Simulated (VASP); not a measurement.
# SnTe (F-43m) in VASP: a series of runs, part 2 of 2

VASP 6.6.1.

## 5. Dielectric tensor, PBEsol

INCAR reads:

```
SYSTEM = SnTe
PREC = Accurate
ENCUT = 650
EDIFF = 1E-8
ISMEAR = 0
SIGMA = 0.01
LREAL = .FALSE.
LASPH = .TRUE.
NELM = 100
ALGO = Normal
ISIF = 2
LWAVE = .FALSE.
LCHARG = .FALSE.
GGA = PS
LEPSILON = .TRUE.
```

KPOINTS reads:

```
regular mesh
0
G
  4 4 4
  0 0 0
```

POSCAR reads:

```
SnTe
1.0
    0.0000000000      3.6111460000      3.6111460000
    3.6111460000      0.0000000000      3.6111460000
    3.6111460000      3.6111460000      0.0000000000
Te Sn
1 1
Direct
    0.2500000000      0.2500000000      0.2500000000
    0.0000000000      0.0000000000      0.0000000000
```

Potentials or basis: VASP PAW PBE potentials, release 64 (Te, Sn_d).

On the command line:

```
cat potpaw_PBE.64/Te/POTCAR potpaw_PBE.64/Sn_d/POTCAR > POTCAR
mpirun -np 1 vasp_std > vasp.out
```

OUTCAR:

```text
SYSTEM = SnTe
   PREC = Accurate
   ENCUT = 650
   EDIFF = 1E-8
   ISMEAR = 0
   LREAL = .FALSE.
   LASPH = .TRUE.
   NELM = 100
   ISIF = 2
   GGA = PS
   LEPSILON = .TRUE.

 Found      8 irreducible k-points:

 Following reciprocal coordinates:
            Coordinates               Weight
  0.000000  0.000000  0.000000      1.000000
  0.250000  0.000000  0.000000      8.000000
  0.500000  0.000000  0.000000      4.000000
  0.250000  0.250000  0.000000      6.000000
  0.500000  0.250000  0.000000     24.000000
 -0.250000  0.250000  0.000000     12.000000
   k-points           NKPTS =      8   k-points in BZ     NKDIM =      8   number of bands    NBANDS=     14
   number of dos      NEDOS =    301   number of ions     NIONS =      2
   total plane-waves  NPLWV =  74088
   dimension x,y,z NGX =    42 NGY =   42 NGZ =   42
   dimension x,y,z NGXF=    84 NGYF=   84 NGZF=   84
   ions per type =               1   1
   NGX,Y,Z   is equivalent  to a cutoff of  13.67, 13.67, 13.67 a.u.
   NGXF,Y,Z  is equivalent  to a cutoff of  27.34, 27.34, 27.34 a.u.
 SYSTEM =  SnTe
   PREC   = accura    normal or accurate (medium, high low for compatibility)
   ISTART =      0    job   : 0-new  1-cont  2-samecut
   ICHARG =      2    charge: 1-file 2-atom 10-const
   ISPIN  =      1    spin polarized calculation?
   LNONCOLLINEAR =      F non collinear calculations
   LSORBIT =      F    spin-orbit coupling
   LASPH  =      T    aspherical Exc in radial PAW
   ENCUT  =  650.0 eV  47.77 Ry    6.91 a.u.  10.62 10.62 10.62*2*pi/ulx,y,z
   NELM   =    100;   NELMIN=  2; NELMDL= -5     # of ELM steps
   EDIFF  = 0.1E-07   stopping-criterion for ELM
   LREAL  =      F    real-space projection
   EDIFFG = 0.1E-06   stopping-criterion for IOM
   NSW    =      0    number of steps for IOM
   IBRION =     -1    ionic relax: 0-MD 1-quasi-New 2-CG
   NFREE  =      0    steps in history (QN), initial steepest desc. (CG)
   ISIF   =      2    stress and relaxation
   ISYM   =      2    0-nonsym 1-usesym 2-fastsym
   POTIM  = 0.5000    time-step for ionic-motion
   TEBEG  =    0.0;   TEEND  =   0.0 temperature during run
   PSTRESS=    0.0 pullay stress
   NELECT =      20.0000    total number of electrons
[... 175 lines left out ...]
           0.000000    -0.000000    12.768327
 ------------------------------------------------------

 Free energy of the ion-electron system (eV)
  ---------------------------------------------------
  ---------------------------------------------------
  free energy    TOTEN  =        -2.89105017 eV

  energy without entropy =       -2.89105017

------------------------ aborting loop because EDIFF is reached ----------------------------------------

--------------------------------------- Ionic step        2  -------------------------------------------

------------------------ aborting loop because EDIFF is reached ----------------------------------------

--------------------------------------- Ionic step        3  -------------------------------------------

 Free energy of the ion-electron system (eV)
  ---------------------------------------------------
  ---------------------------------------------------
  free energy    TOTEN  =        -2.89115606 eV

  energy without entropy =       -2.89115606

------------------------ aborting loop because EDIFF is reached ----------------------------------------

 PIEZOELECTRIC TENSOR FIELD DIRECTION 3  (e Angst)
 -----------------------------------------------------------------------------
    -0.00319 -5.53173  0.00000           ( -0.00000 -0.03833  0.00000)
    -5.53173 -0.00319  0.00000           ( -0.03833 -0.00000  0.00000)
     0.00000  0.00000 -0.00690           (  0.00000  0.00000 -0.00000)

 PIEZOELECTRIC TENSOR FIELD DIRECTION 3  (C/m^2)
 -----------------------------------------------------------------------------
    -0.00054 -0.94104  0.00000
    -0.94104 -0.00054  0.00000
     0.00000  0.00000 -0.00117

 MACROSCOPIC STATIC DIELECTRIC TENSOR (including local field effects in DFT)
 ------------------------------------------------------
          11.362036     0.000000    -0.000000
           0.000000    11.362036    -0.000000
          -0.000000    -0.000000    11.362036
 ------------------------------------------------------

 PIEZOELECTRIC TENSOR (including local field effects)  for field in x, y, z        (e  Angst)
          XX          YY          ZZ          XY          YZ          ZX
  --------------------------------------------------------------------------------
  x    -0.00000    -0.00000    -0.00000     0.00000    -5.49886     0.00000
  y    -0.00000     0.00000     0.00000     0.00000     0.00000    -5.49886
  z     0.00000    -0.00000    -0.00000    -5.49886     0.00000     0.00000

 PIEZOELECTRIC TENSOR (including local field effects)  for field in x, y, z        (C/m^2)
          XX          YY          ZZ          XY          YZ          ZX
  --------------------------------------------------------------------------------
  x    -0.00000    -0.00000    -0.00000     0.00000    -0.93544     0.00000
  y    -0.00000     0.00000     0.00000     0.00000     0.00000    -0.93544
  z     0.00000    -0.00000    -0.00000    -0.93544     0.00000     0.00000

 BORN EFFECTIVE CHARGES (including local field effects) (in |e|, cummulative output)
 ---------------------------------------------------------------------------------
 ion    1
    1    -2.03388     0.00000     0.00000
    2     0.00000    -2.03388     0.00000
    3    -0.00000    -0.00000    -2.03388
 ion    2
    1     2.03388    -0.00000    -0.00000
    2    -0.00000     2.03388    -0.00000
    3     0.00000     0.00000     2.03388
```

OSZICAR:

```text
[... 13 lines left out ...]
RMM:   7    -0.288954651327E+01   -0.83426E-03   -0.94988E-04   897   0.126E-01    0.216E-02
RMM:   8    -0.289127220741E+01   -0.17257E-02   -0.21941E-04   924   0.469E-02    0.770E-03
RMM:   9    -0.289111247212E+01    0.15974E-03    0.80986E-05   945   0.155E-02    0.305E-03
RMM:  10    -0.289126101242E+01   -0.14854E-03   -0.46265E-05   951   0.568E-03    0.798E-04
RMM:  11    -0.289115764678E+01    0.10337E-03   -0.38328E-06  1000   0.222E-03    0.438E-04
RMM:  12    -0.289116377895E+01   -0.61322E-05   -0.62038E-06   969   0.808E-04    0.115E-04
RMM:  13    -0.289115591099E+01    0.78680E-05    0.44288E-06  1003   0.290E-04    0.647E-05
RMM:  14    -0.289115620844E+01   -0.29745E-06   -0.15511E-06   715   0.109E-04    0.121E-05
RMM:  15    -0.289115606180E+01    0.14664E-06   -0.13929E-07   318   0.546E-05    0.363E-06
```

stdout:

```text
POSCAR found type information on POSCAR TeSn
 POSCAR found :  2 types and       2 ions
 scaLAPACK will be used
 -----------------------------------------------------------------------------
|                                                                             |
[... 28 lines left out ...]
 dielectric tensor                  component  3 :     1.372    -1.439    16.109
 Linear response to external field, progress :
  Direction:   1
 dielectric tensor                  component  1 :    11.362    -0.077     0.219
 Linear response to external field, progress :
  Direction:   2
 dielectric tensor                  component  2 :    -0.040    11.362    -0.624
 Linear response to external field, progress :
  Direction:   3
 dielectric tensor                  component  3 :    -0.114     0.178    11.362
 Born effective charges drift removed
```

Run time: 3.4 min. Hardware: 1 thread of Intel Xeon Platinum 8488C (Sapphire Rapids), shared host; peak memory 0.33 GiB.

The run converged, but some of its settings lie outside the range that counts as converged, so its numbers aren't taken as properties of the crystal.

What came out:

```
Band gap on the k mesh                  : 0.03 eV, indirect (least direct gap 0.76 eV)
Electronic dielectric tensor (diagonal) : 11.36
Born charges (mean of the diagonal)     : Te -2.03; Sn +2.03 e
```

Caveat: the gap is small at this level, which inflates the dielectric constant; the PAW data sets were made with another functional, which shifts forces and pressure a little; spin-orbit coupling is left out, which moves the levels of the heavy elements.

## 6. For comparison

An earlier run on the cell as given: functional PBEsol; potentials or basis VASP PAW PBE potentials, release 64 (Te, Sn_d); cutoff 520 eV; k mesh 7 × 7 × 7; occupations fermi-dirac, width 0.05 eV; no spin polarisation.

* Pressure: -1.4 GPa
* Band gap on the k mesh: 0.28 eV, indirect (least direct gap 0.79 eV)
